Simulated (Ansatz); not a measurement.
A run of Ansatz 0.2.0 is set up as follows.

Contents of input.yaml:

```yaml
crystal:
  lattice:
    - [0.0, 2.4508112569, 2.4508112569]
    - [2.4508112569, 0.0, 2.4508112569]
    - [2.4508112569, 2.4508112569, 0.0]
  atoms:
    - { symbol: Hf, position: [0.0, 0.0, 0.0] }
    - { symbol: O, position: [0.75, 0.75, 0.75] }
    - { symbol: O, position: [0.25, 0.25, 0.25] }
hamiltonian:
  xc: pbe
  pseudopotentials: { kind: paw_fr }
magnetization:
  noncollinear: true
  spin_orbit: true
kpoints:
  mp_grid: { grid: [9, 9, 9] }
scf:
  occupations: { method: fixed }
output:
  forces: true
  stress: true
  eigenvalues: true
  write_density: true
  write_potential: true
  elf: true
  volumetric_format: npy
```

Potentials or basis: Ansatz PAW.

Command:

```sh
$ ansatz run input.yaml --threads 2 --pin off --max-ram 5120MiB --backend cpu --events-out ev --progress --plain --runs-dir out
```

Q: What does it give for the pressure?

A: 36.7 GPa.

Q: Predict the band gap on the k mesh.

A: 4.15 eV, indirect (least direct gap 4.28 eV).

Caveat: odd divisions of the mesh miss points on the zone boundary, where band edges often lie, so the gap on the mesh can be too wide; the pressure holds a Pulay correction of +1.0 GPa for the finite cutoff. A k mesh can miss the band edges.
